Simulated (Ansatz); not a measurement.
**Relaxation of Al5Ga12N16**

Computed with DFT PBEsol, scalar-relativistic, plane waves, PAW (Ansatz 0.2.0). Settings: 420 eV cutoff, 2×2×2 k-mesh, shifted by half a step, Gaussian smearing of 0.01 eV, no spin polarisation.

What was changed: Al interstitial, charge +3, atoms relaxed at the host's cell.

In a supercell of 33 atoms the defect feels its periodic images.

Spin polarisation was left out.

Command:

```bash
ansatz run input.yaml --threads 4 --pin off --max-ram 10240MiB --backend cpu --events-out ev --progress --plain --runs-dir out
```

Input:

```yaml
crystal:
  lattice:
    - [-4.467627905, 4.467627905, 4.467627905]
    - [4.467627905, -4.467627905, 4.467627905]
    - [4.467627905, 4.467627905, -4.467627905]
  atoms:
    - { symbol: Al, position: [0.498832658, -0.0077454779, 0.5042519021] }
    - { symbol: Al, position: [-0.0082440723, 0.499304139, 0.5042464724] }
    - { symbol: Al, position: [0.0058968537, 0.0063634681, 0.0113099958] }
    - { symbol: Al, position: [0.4991249328, 0.4979015482, -0.0405660657] }
    - { symbol: Ga, position: [0.8011757024, 0.7981564884, 0.5484935392] }
    - { symbol: Ga, position: [0.2452624964, 0.2457304253, 0.4911494417] }
    - { symbol: Ga, position: [0.2430727989, 0.7375719809, -0.0060357621] }
    - { symbol: Ga, position: [0.7370937725, 0.2435338865, -0.0060574092] }
    - { symbol: Ga, position: [0.2030784567, 0.4996690261, 0.2463131082] }
    - { symbol: Ga, position: [0.7546045215, -0.0066567665, 0.2497278638] }
    - { symbol: Ga, position: [0.7524035618, 0.4993132557, 0.7447092506] }
    - { symbol: Ga, position: [0.2605554363, 0.0052600643, 0.7556825182] }
    - { symbol: Ga, position: [0.4988257654, 0.7528634041, 0.7447315065] }
    - { symbol: Ga, position: [0.0048186307, 0.2610447205, 0.7557023373] }
    - { symbol: Ga, position: [-0.0071419118, 0.7550597018, 0.2497195758] }
    - { symbol: Ga, position: [0.5001803519, 0.203241916, 0.2493998028] }
    - { symbol: "N", position: [0.4988340727, 0.4992948496, 0.7326299205] }
    - { symbol: "N", position: [0.0256991881, 0.0261707416, 0.7814386305] }
    - { symbol: "N", position: [-0.028048756, 0.499294574, 0.2545656805] }
    - { symbol: "N", position: [0.4988365933, -0.0275531167, 0.2545709153] }
    - { symbol: "N", position: [0.499284019, 0.7385475641, 0.4844263804] }
    - { symbol: "N", position: [-0.0015762955, 0.2548859369, 0.4999164865] }
    - { symbol: "N", position: [-0.0007559301, 0.7552883857, 0.0003189789] }
    - { symbol: "N", position: [0.5007755107, 0.2716271823, 0.0181407662] }
    - { symbol: "N", position: [0.729807164, 0.4907655579, 0.479967787] }
    - { symbol: "N", position: [0.2544054508, -0.0011129046, 0.4999057068] }
    - { symbol: "N", position: [0.2688821863, 0.5011461631, 0.0181407258] }
    - { symbol: "N", position: [0.7548235161, -0.0002850501, 0.0003305582] }
    - { symbol: "N", position: [0.257812316, 0.2607739399, 0.2437628298] }
    - { symbol: "N", position: [0.7247660799, 0.7252304043, 0.2431907283] }
    - { symbol: "N", position: [0.7432661708, 0.2433246267, 0.7443318391] }
    - { symbol: "N", position: [0.2428361741, 0.7437159726, 0.7443335344] }
    - { symbol: Al, position: [0.4950039086, 0.5010150458, 0.2582496118] }
  host:
    lattice:
      - [4.467627905, 0.0, 0.0]
      - [0.0, 4.467627905, 0.0]
      - [0.0, 0.0, 4.467627905]
    atoms:
      - { symbol: Al, position: [0.0, 0.0, 0.0] }
      - { symbol: Ga, position: [0.5, 0.5, 0.0] }
      - { symbol: Ga, position: [0.5, 0.0, 0.5] }
      - { symbol: Ga, position: [0.0, 0.5, 0.5] }
      - { symbol: "N", position: [0.7550309215, 0.7550309215, 0.2449690785] }
      - { symbol: "N", position: [0.7550309215, 0.2449690785, 0.7550309215] }
      - { symbol: "N", position: [0.2449690785, 0.7550309215, 0.7550309215] }
      - { symbol: "N", position: [0.2449690785, 0.2449690785, 0.2449690785] }
total_charge: 3
basis:
  ecutwfc: 420
  xc_grid: 2
kpoints:
  mp_grid: { grid: [2, 2, 2], shift: [0.5, 0.5, 0.5] }
hamiltonian:
  xc: pbesol
scf:
  occupations: { method: gaussian, width: 0.01 }
output:
  forces: true
  stress: false
  eigenvalues: true
  charged_corrections:
    defect_position: [0.5, 0.5, 0.25]
    epsilon: [[9.9239, 0.0, 0.0], [0.0, 9.9239, 0.0], [0.0, 0.0, 9.9239]]
relax:
  adjacent_minimum: "off"
  f_tol: 0.025
  max_steps: 45
```

F is the free energy.

Steps:

```csv
step,F − F(1) (eV),largest force component (eV/Å)
1,0.0000,0.916
2,-0.1209,0.417
3,-0.1508,0.035
4,-0.1510,0.004
```

Relaxed structure:

```yaml
crystal:
  lattice:
    - [-4.46763, 4.46763, 4.46763]
    - [4.46763, -4.46763, 4.46763]
    - [4.46763, 4.46763, -4.46763]
  atoms:
    - { symbol: Al, position: [0.49861, 0.99292, 0.50262] }
    - { symbol: Al, position: [0.99237, 0.49918, 0.50263] }
    - { symbol: Al, position: [0.00487, 0.00543, 0.00888] }
    - { symbol: Al, position: [0.49859, 0.49917, 0.96296] }
    - { symbol: Ga, position: [0.79478, 0.79535, 0.54265] }
    - { symbol: Ga, position: [0.24716, 0.24771, 0.49369] }
    - { symbol: Ga, position: [0.24528, 0.74050, 0.99618] }
    - { symbol: Ga, position: [0.73991, 0.24583, 0.99617] }
    - { symbol: Ga, position: [0.20243, 0.49915, 0.24646] }
    - { symbol: Ga, position: [0.75195, 0.99383, 0.24951] }
    - { symbol: Ga, position: [0.75007, 0.49918, 0.74515] }
    - { symbol: Ga, position: [0.25729, 0.00452, 0.75487] }
    - { symbol: Ga, position: [0.49861, 0.75062, 0.74515] }
    - { symbol: Ga, position: [0.00397, 0.25787, 0.75486] }
    - { symbol: Ga, position: [0.99325, 0.75250, 0.24952] }
    - { symbol: Ga, position: [0.49863, 0.20302, 0.24649] }
    - { symbol: N, position: [0.49861, 0.49917, 0.73391] }
    - { symbol: N, position: [0.02396, 0.02453, 0.77991] }
    - { symbol: N, position: [0.97326, 0.49916, 0.25455] }
    - { symbol: N, position: [0.49862, 0.97383, 0.25456] }
    - { symbol: N, position: [0.49862, 0.73777, 0.48493] }
    - { symbol: N, position: [0.99820, 0.25379, 0.49956] }
    - { symbol: N, position: [0.99903, 0.75421, 0.99998] }
    - { symbol: N, position: [0.49860, 0.26889, 0.01516] }
    - { symbol: N, position: [0.73723, 0.49918, 0.48493] }
    - { symbol: N, position: [0.25322, 0.99875, 0.49955] }
    - { symbol: N, position: [0.26834, 0.49918, 0.01516] }
    - { symbol: N, position: [0.75365, 0.99959, 0.99997] }
    - { symbol: N, position: [0.26002, 0.26057, 0.24633] }
    - { symbol: N, position: [0.72887, 0.72945, 0.24543] }
    - { symbol: N, position: [0.74400, 0.24414, 0.74494] }
    - { symbol: N, position: [0.24358, 0.74456, 0.74495] }
    - { symbol: Al, position: [0.49862, 0.49918, 0.25940] }
```

The run converged. It took 40 s on 4 threads of Arm Neoverse V2 (shared host), peak memory 1.3 GiB.